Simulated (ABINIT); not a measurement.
Here is an ABINIT 10.8.3 (patched build) calculation.

File run.abi:

```
# Pseudopotentials
pp_dirpath "./"
pseudos "P.upf"

# Structure
acell 3*1.0
rprim
     3.2611479528     1.8828246485     5.9142380806
    -3.2611479528     1.8828246485     5.9142380806
     0.0000000000    -3.7656492968     5.9142380806
ntypat 1
znucl 15
natom 2
typat 1 1
xcart
     0.0000000000     0.0000000001     7.2569744776
     0.0000000000     0.0000000000     2.1320655587 Angstrom

# Plane-wave basis
ecut 18.0

# k points
kptopt 1
ngkpt 7 7 7
nshiftk 1
shiftk 0.0 0.0 0.0

# Exchange and correlation
ixc 7

# Bands and occupations
nband 9
occopt 3
tsmear 0.00183747

# SCF cycle
nstep 100
tolvrs 1.0e-10

# Output
iomode 3
prtwf 0
prtden 0
prteig 0
prtebands 0
enunit 1
```

Potentials or basis: PseudoDojo NC SR LDA v0.4.1 standard.

Launch:

```sh
$ abinit run.abi > log 2>&1
```

Task: What does it give for the band gap on the k mesh?

Result: None (metal or under the smearing width).

Task: What does it give for the pressure?

Result: -3.4 GPa.

Task: Predict the largest force.

Result: 0.132 eV/Å.

Forces in eV/Å, atoms in the order of the input:
```
P    0.000  0.000 -0.132
P    0.000  0.000  0.132
```
